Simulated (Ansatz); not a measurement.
## Nb: reading a single point

```
Nb
1.0
    -1.62207    1.62207    1.62207
     1.62207   -1.62207    1.62207
     1.62207    1.62207   -1.62207
Nb
1
Direct
  0.00000 0.00000 0.00000
```

Method: r2SCAN, no spin polarisation; PAW, plane waves to 500 eV, 14×14×14 Γ-centred mesh, fermi-dirac occupations (width 0.1069 eV) (Ansatz 0.2.0), atoms fixed.

(1) Describe some of the short contacts.

(2) Is the cell too large or too small?

(3) Is there a gap?

Origin: a known structure type with other elements, at an estimated volume, so it need not be a known compound. Caveats: many states at the Fermi level without spin polarisation, so a magnetic state may lie lower.

Answers

(1) Nb–Nb at 2.81 Å: least valence density 0.30 e/Å³ and ELF 0.23 there. These are pseudo-fields; inside the PAW spheres they differ from the all-electron ones.

(2) The pressure is 10.9 GPa (compression positive), so with the atoms held at these fractions the cell would first expand.

(3) It is a metal, with about 1.6 states/eV a cell as the mean within 0.25 eV of the Fermi level, mostly Nb d (86 %).
